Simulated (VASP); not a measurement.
Si: band structure with AM05

Crystal: Si.

```xyz
2
Lattice="0.0000 2.7219 2.7219 2.7219 0.0000 2.7219 2.7219 2.7219 0.0000" Properties=species:S:1:pos:R:3 pbc="T T T"
Si    2.7219    2.7219    2.7219
Si    4.0828    4.0828    4.0828
```

```
Program                : VASP 6.6.1
Task                   : band structure
Functional             : AM05
Potentials or basis    : VASP PAW PBE potentials, release 64 (Si)
Cutoff                 : 520 eV
k mesh                 : 8 × 8 × 8
Occupations            : fermi-dirac, width 0.05 eV
Spin                   : no spin polarisation
Further INCAR settings : ALGO = Normal; EDIFF = 1e-06
```

The pressure is -0.3 GPa. The band gap on the k mesh is 0.55 eV, indirect (least direct gap 2.49 eV) and the band gap along the path is 0.52 eV, indirect (least direct gap 2.49 eV).

Levels at the corners of the path, in eV from the valence-band top:
| point | band 2 | band 3 | band 4 | band 5 | band 6 | band 7 |
| --- | --- | --- | --- | --- | --- | --- |
| Γ | 0.00 | 0.00 | 0.00 | 2.49 | 2.49 | 2.49 |
| X | -7.79 | -2.86 | -2.86 | 0.65 | 0.65 | 9.99 |
| X | -7.79 | -2.86 | -2.86 | 0.65 | 0.65 | 9.99 |
| W | -7.63 | -3.87 | -3.87 | 4.21 | 4.21 | 4.92 |
| W | -7.63 | -3.87 | -3.87 | 4.21 | 4.21 | 4.92 |
| K | -7.21 | -4.32 | -2.43 | 1.14 | 4.06 | 7.37 |
| K | -7.21 | -4.32 | -2.43 | 1.14 | 4.06 | 7.37 |
| Γ | 0.00 | 0.00 | 0.00 | 2.49 | 2.49 | 2.49 |
| Γ | 0.00 | 0.00 | 0.00 | 2.49 | 2.49 | 2.49 |
| L | -6.96 | -1.20 | -1.20 | 1.48 | 3.27 | 3.27 |
| L | -6.96 | -1.20 | -1.20 | 1.48 | 3.27 | 3.27 |
| U | -7.21 | -4.32 | -2.43 | 1.14 | 4.06 | 7.37 |
| U | -7.21 | -4.32 | -2.43 | 1.14 | 4.06 | 7.37 |
| W | -7.63 | -3.87 | -3.87 | 4.21 | 4.21 | 4.92 |
| W | -7.63 | -3.87 | -3.87 | 4.21 | 4.21 | 4.92 |
| L | -6.96 | -1.20 | -1.20 | 1.48 | 3.27 | 3.27 |
| L | -6.96 | -1.20 | -1.20 | 1.48 | 3.27 | 3.27 |
| K | -7.21 | -4.32 | -2.43 | 1.14 | 4.06 | 7.37 |
| U | -7.21 | -4.32 | -2.43 | 1.14 | 4.06 | 7.37 |
| X | -7.79 | -2.86 | -2.86 | 0.65 | 0.65 | 9.99 |

Wall time 26 s on 1 thread of Intel(R) Xeon(R) Platinum 8488C (Sapphire Rapids), on a shared host, peak memory 0.15 GiB.

Caveat: the PAW data sets were made with another functional, which shifts forces and pressure a little. As with any semilocal functional, this AM05 gap is likely too small.
